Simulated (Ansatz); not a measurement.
**Bands of K2S**

```
K S
1.0
     0.00000    3.69550    3.69550
     3.69550    0.00000    3.69550
     3.69550    3.69550    0.00000
K S
2 1
Direct
  0.25000 0.25000 0.25000
  0.75000 0.75000 0.75000
  0.00000 0.00000 0.00000
```

Atoms are numbered in the order listed.

The conventional cell has a = 7.391 Å, b = 7.391 Å, c = 7.391 Å, α = 90.00°, β = 90.00°, γ = 90.00°. Around K (atom 1) lie 4 S at 3.20 Å. S (atom 3) is surrounded by 8 K at 3.20 Å.

The cell is COD entry 1011375, as deposited and not checked against the literature; nothing was relaxed.

Theory: DFT, PBE, all-electron LAPW, scalar-relativistic in Ansatz 0.2.0.

The runs use a Γ-centred 7×7×7 k mesh, Fermi–Dirac smearing of 0.01 eV, basis error target 0.5 meV/atom, no spin polarisation.

Points in fractions of the reciprocal vectors of this cell: Γ (0, 0, 0), X (0.5, 0, 0.5), U (0.625, 0.25, 0.625), K (0.375, 0.375, 0.75), L (0.5, 0.5, 0.5), W (0.5, 0.25, 0.75). The path joins them by straight lines in the order Γ–X–U–K–Γ–L–W–X; legs that retrace an earlier one aren't tabulated. Energies are in eV from the top of the valence band.

Task: Metal or insulator at this level of theory?

Result: An insulator or semiconductor: gap 2.39 eV, indirect from X (0.5, 0, 0.5) to Γ.

Task: Tabulate bands 13 to 18, counted from the lowest band of the run, along the path.

Result: 
| k (1/Å) | point | band 13 | band 14 | band 15 | band 16 | band 17 | band 18 |
| --- | --- | --- | --- | --- | --- | --- | --- |
| 0.00 | Γ | -9.62 | -0.20 | -0.20 | -0.20 | 2.39 | 5.47 |
| 0.12 |  | -9.60 | -0.26 | -0.19 | -0.19 | 2.54 | 5.44 |
| 0.24 |  | -9.56 | -0.39 | -0.16 | -0.16 | 2.94 | 5.31 |
| 0.36 |  | -9.51 | -0.53 | -0.12 | -0.12 | 3.46 | 5.08 |
| 0.49 |  | -9.46 | -0.64 | -0.08 | -0.08 | 3.82 | 5.05 |
| 0.61 |  | -9.41 | -0.71 | -0.04 | -0.04 | 3.76 | 5.54 |
| 0.73 |  | -9.38 | -0.74 | -0.01 | -0.01 | 3.59 | 5.41 |
| 0.85 | X | -9.37 | -0.75 | 0.00 | 0.00 | 3.51 | 5.30 |
| 0.89 |  | -9.37 | -0.74 | -0.01 | 0.00 | 3.52 | 5.31 |
| 0.94 |  | -9.37 | -0.73 | -0.02 | 0.00 | 3.53 | 5.32 |
| 0.98 |  | -9.37 | -0.71 | -0.04 | 0.00 | 3.56 | 5.34 |
| 1.02 |  | -9.37 | -0.68 | -0.08 | 0.00 | 3.59 | 5.37 |
| 1.06 |  | -9.37 | -0.64 | -0.12 | -0.01 | 3.63 | 5.41 |
| 1.11 |  | -9.37 | -0.60 | -0.16 | -0.01 | 3.68 | 5.44 |
| 1.15 | U | -9.37 | -0.55 | -0.21 | -0.02 | 3.74 | 5.47 |
| 1.23 |  | -9.37 | -0.52 | -0.24 | -0.02 | 3.77 | 5.50 |
| 1.30 |  | -9.37 | -0.48 | -0.28 | -0.02 | 3.80 | 5.57 |
| 1.37 |  | -9.37 | -0.43 | -0.33 | -0.02 | 3.82 | 5.68 |
| 1.45 |  | -9.37 | -0.43 | -0.33 | -0.02 | 3.82 | 5.68 |
| 1.52 |  | -9.37 | -0.48 | -0.28 | -0.02 | 3.80 | 5.57 |
| 1.60 |  | -9.37 | -0.52 | -0.24 | -0.02 | 3.77 | 5.50 |
| 1.67 | K | -9.37 | -0.55 | -0.21 | -0.02 | 3.74 | 5.47 |
| 1.80 |  | -9.38 | -0.40 | -0.35 | -0.03 | 3.94 | 5.49 |
| 1.93 |  | -9.41 | -0.47 | -0.27 | -0.06 | 4.11 | 5.38 |
| 2.06 |  | -9.45 | -0.52 | -0.18 | -0.10 | 4.00 | 5.35 |
| 2.19 |  | -9.50 | -0.49 | -0.15 | -0.14 | 3.54 | 5.47 |
| 2.32 |  | -9.56 | -0.39 | -0.17 | -0.17 | 2.99 | 5.46 |
| 2.44 |  | -9.60 | -0.26 | -0.19 | -0.19 | 2.56 | 5.46 |
| 2.57 | Γ | -9.62 | -0.20 | -0.20 | -0.20 | 2.39 | 5.47 |
| 2.68 |  | -9.61 | -0.24 | -0.20 | -0.20 | 2.51 | 5.47 |
| 2.78 |  | -9.58 | -0.34 | -0.18 | -0.18 | 2.81 | 5.49 |
| 2.89 |  | -9.53 | -0.44 | -0.15 | -0.15 | 3.23 | 5.54 |
| 2.99 |  | -9.49 | -0.53 | -0.12 | -0.12 | 3.67 | 5.62 |
| 3.10 |  | -9.45 | -0.58 | -0.09 | -0.09 | 4.09 | 5.71 |
| 3.20 |  | -9.42 | -0.61 | -0.08 | -0.08 | 4.47 | 5.34 |
| 3.31 | L | -9.42 | -0.62 | -0.07 | -0.07 | 4.73 | 5.04 |
| 3.40 |  | -9.41 | -0.61 | -0.09 | -0.07 | 4.64 | 5.09 |
| 3.48 |  | -9.41 | -0.58 | -0.13 | -0.06 | 4.43 | 5.22 |
| 3.57 |  | -9.40 | -0.53 | -0.20 | -0.05 | 4.21 | 5.39 |
| 3.65 |  | -9.39 | -0.48 | -0.27 | -0.04 | 4.01 | 5.57 |
| 3.74 |  | -9.38 | -0.43 | -0.33 | -0.03 | 3.85 | 5.69 |
| 3.82 |  | -9.37 | -0.40 | -0.37 | -0.02 | 3.75 | 5.76 |
| 3.91 | W | -9.37 | -0.38 | -0.38 | -0.02 | 3.72 | 5.77 |
| 3.97 |  | -9.37 | -0.47 | -0.30 | -0.01 | 3.71 | 5.65 |
| 4.03 |  | -9.37 | -0.54 | -0.22 | -0.01 | 3.68 | 5.55 |
| 4.09 |  | -9.37 | -0.61 | -0.15 | -0.01 | 3.64 | 5.46 |
| 4.15 |  | -9.37 | -0.67 | -0.09 | -0.01 | 3.59 | 5.39 |
| 4.21 |  | -9.37 | -0.71 | -0.04 | 0.00 | 3.55 | 5.34 |
| 4.27 |  | -9.37 | -0.74 | -0.01 | 0.00 | 3.52 | 5.31 |
| 4.34 | X | -9.37 | -0.75 | 0.00 | 0.00 | 3.51 | 5.30 |
